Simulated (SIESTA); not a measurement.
Crystal: Zn.

```
CELL_PARAMETERS angstrom
2.67000 0.00000 0.00000
-1.33500 2.31229 0.00000
0.00000 0.00000 4.96600
ATOMIC_POSITIONS crystal
Zn 0.66667 0.33333 0.75000
Zn 0.33333 0.66667 0.25000
```

Base run:

* Program: SIESTA 5.4.2
* Functional: PBE
* Potentials or basis: PseudoDojo 0.4 standard (PBE files)
* Basis: DZP (energy shift 0.003 Ry; two zetas on semicore shells)
* Grid cutoff: 800 Ry
* Energy shift: 0.003 Ry
* k mesh: 11 × 11 × 6
* Occupations: fermi-dirac, width 0.05 eV
* Spin: no spin polarisation

Its results: band gap on the k mesh none (metal or under the smearing width); pressure -4.1 GPa.

The run is repeated on the same cell with these changes: functional from PBE to vdW-DF-C09. What comes out?

Band gap on the k mesh none (metal or under the smearing width); pressure -8.5 GPa.

Caveats: short orbitals over semicore shells can move pressures by several GPa; the valence orbitals were made in a potential fitted to the semicore shell under them, which widens gaps by tenths of an eV or more; the basis of atomic orbitals isn't converged, which shifts pressures, moduli and gaps; the potentials were made for another functional, which shifts forces and pressure (some runs).
